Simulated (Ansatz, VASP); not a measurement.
**Al: VASP beside Ansatz**

```
Al
1.0
     5.71430    0.00000    0.00000
    -2.85715    4.94873    0.00000
     0.00000    0.00000   20.10164
Al
13
Direct
  0.33333 0.16667 0.19899
  0.33333 0.66667 0.19899
  0.83333 0.16667 0.19899
  0.83333 0.66667 0.19899
  0.16667 0.33333 0.31345
  0.16667 0.83333 0.31345
  0.66667 0.33333 0.31345
  0.66667 0.83333 0.31345
  0.00000 0.00000 0.42791
  0.00000 0.50000 0.42791
  0.50000 0.00000 0.42791
  0.50000 0.50000 0.42791
  0.00000 0.25000 0.53936
```

Alike in both runs: functional PBE; k mesh 6 × 6 × 1; occupations gaussian, width 0.1 eV; no spin polarisation.

Ansatz relaxed the structure, and its values are those at the end. VASP's run is a single point on that final structure, the one shown.

```csv
,VASP,Ansatz
version,VASP 6.6.1,Ansatz 0.2.0
potentials or method,"VASP PAW PBE potentials, release 64 (Al)","scalar-relativistic, plane waves, PAW"
plane-wave cutoff (eV),520,420
valence electrons in the cell,39,39
```

```tsv
	VASP	Ansatz	Ansatz less VASP
gap on the k mesh at the Fermi level (eV)	none	none	-
rms of the force components (eV/Å)	0.108	0.109	+0.0001
work function, face that differs most (eV)	4.10	4.31	+0.207
```

A gap of «none» marks a metal or a gap that the smearing closes. Ansatz warned: «xc_potential_rough_in_thin_density».
